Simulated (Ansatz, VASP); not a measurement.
**One calculation of Si, two programs**

```
Si
1.0
     0.00000    2.68506    2.68506
     2.68506    0.00000    2.68506
     2.68506    2.68506    0.00000
Si
2
Direct
  0.50000 0.50000 0.50000
  0.75000 0.75000 0.75000
```

Alike in both runs: task single point; functional r2SCAN; dispersion D4; k mesh 8 × 8 × 8; occupations fermi-dirac, width 0.05 eV; no spin polarisation.

|  | VASP | Ansatz |
| --- | --- | --- |
| version | VASP 6.6.1 | Ansatz 0.2.0 |
| potentials or method | VASP PAW PBE potentials, release 64 (Si) | Ansatz PAW |
| plane-wave cutoff (eV) | 520 | 500 |
| valence electrons in the cell | 8 | 8 |

VASP gave:

```
gap on the k mesh at the Fermi level (eV) : 0.76
least direct gap on the mesh (eV)         : 2.77
pressure (GPa)                            : 3.2
dispersion energy (meV/atom)              : -122.6
```

Estimate Ansatz's values.

gap on the k mesh at the Fermi level (eV): 0.74; least direct gap on the mesh (eV): 2.76; pressure (GPa): 3.5; dispersion energy (meV/atom): -122.8.

Caveats: the PAW data sets were made with another functional, which shifts forces and pressure a little (VASP); the PAW data sets come from PBE, with cores solved anew for the run's functional, which leaves a small shift of forces and pressure (Ansatz). r2SCAN opens gaps a little over a GGA but as a rule still falls short of measured ones. A k mesh can miss the band edges.
